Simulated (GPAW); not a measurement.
A run of GPAW 26.7.0:

File run.py:

```python
from ase.dft.bandgap import bandgap
from ase.io import read, write
from ase.units import GPa
from gpaw import GPAW, PW

atoms = read('POSCAR')

calc = GPAW(mode=PW(600),
            xc='RPBE',
            kpts={'size': (8, 8, 8), 'gamma': True},
            occupations={'name': 'fermi-dirac', 'width': 0.05},
            nbands=20,
            convergence={'density': 1e-05, 'energy': 1e-05},
            maxiter=150,
            txt='gpaw.txt')
atoms.calc = calc
energy = atoms.get_potential_energy()
forces = atoms.get_forces()
stress = atoms.get_stress()
calc.write('gs.gpw')
write('result.traj', atoms)
print(f'Energy: {energy:.6f} eV')
print('Forces (eV/A):')
print(forces.round(4))
print('Stress (GPa):', (stress / GPa).round(3))
print('Fermi level:', round(calc.get_fermi_level(), 4), 'eV')
print(f'Gap: {bandgap(calc)[0]:.4f} eV, direct: {bandgap(calc, direct=True)[0]:.4f} eV')

path = atoms.cell.bandpath('GXWKGLUWLK,UX', npoints=80, eps=1e-4)
bs_calc = calc.fixed_density(kpts=path, symmetry='off', nbands=33,
                             convergence={'bands': 'CBM+6.0', 'eigenstates': 1e-6}, txt='bands.txt')
bs = bs_calc.band_structure()
bs.write('bs.json')
print(f'Gap on the path: {bandgap(bs_calc)[0]:.4f} eV')
```

The input POSCAR:

```
Al2Au
1.0
    0.0000000000      3.0000000000      3.0000000000
    3.0000000000      0.0000000000      3.0000000000
    3.0000000000      3.0000000000      0.0000000000
Au Al
1 2
Direct
    0.0000000000      0.0000000000      0.0000000000
    0.7500000000      0.7500000000      0.7500000000
    0.2500000000      0.2500000000      0.2500000000
```

Potentials or basis: the program's PAW data sets (release 1.2.1) made for this functional, pw.

Launch:

```console
$ OMP_NUM_THREADS=1 python run.py
```

Hardware: 1 thread of Arm Neoverse V1, on a shared host.

**Question.** Estimate the wall time of this run.

**Answer.** It took 71 s on 1 thread of Arm Neoverse V1, on a shared host, peak memory 0.29 GiB. Counts: scf iterations 15, plane waves 1826, bands 20, k points 29.
